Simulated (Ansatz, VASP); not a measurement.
# One calculation of Al2Au, two programs

```
Al Au
1.0
     0.02377    2.91891    2.95403
     2.99314    0.02637    2.95144
     3.04023    2.96341   -0.02072
Al Au
2 1
Cartesian
  1.4253 1.4548 1.3431
  4.4827 4.4557 4.4511
  0.1284 2.9798 2.9252
```

Alike in both runs: task single point; functional LDA; k mesh 6 × 6 × 6; occupations fermi-dirac, width 0.05 eV; no spin polarisation.

|  | VASP | Ansatz |
| --- | --- | --- |
| version | VASP 6.6.1 | Ansatz 0.2.0 |
| potentials or method | VASP PAW LDA potentials, release 64 (Al, Au) | plane waves, PAW |
| plane-wave cutoff (eV) | 520 | 540 |
| valence electrons in the cell | 17 | 25 |

|  | VASP | Ansatz | Ansatz less VASP |
| --- | --- | --- | --- |
| pressure (GPa) | 4.3 | 4.0 | -0.26 |
| largest component of the traceless stress (GPa) | 2.35 | 2.35 | -0.002 |
| rms of the force components (eV/Å) | 0.946 | 0.936 | -0.0106 |

Atom by atom the forces differ by 0.011 eV/Å (rms over components). The two sets of potentials don't hold the same shells in valence. Ansatz warned: «stress_scf_threshold_loose».

Caveats: forces of over 1 eV/Å show positions far from the minimum, so gaps and moduli don't describe the material at rest. The runs have no spin-orbit coupling, so splittings on Au are missing.
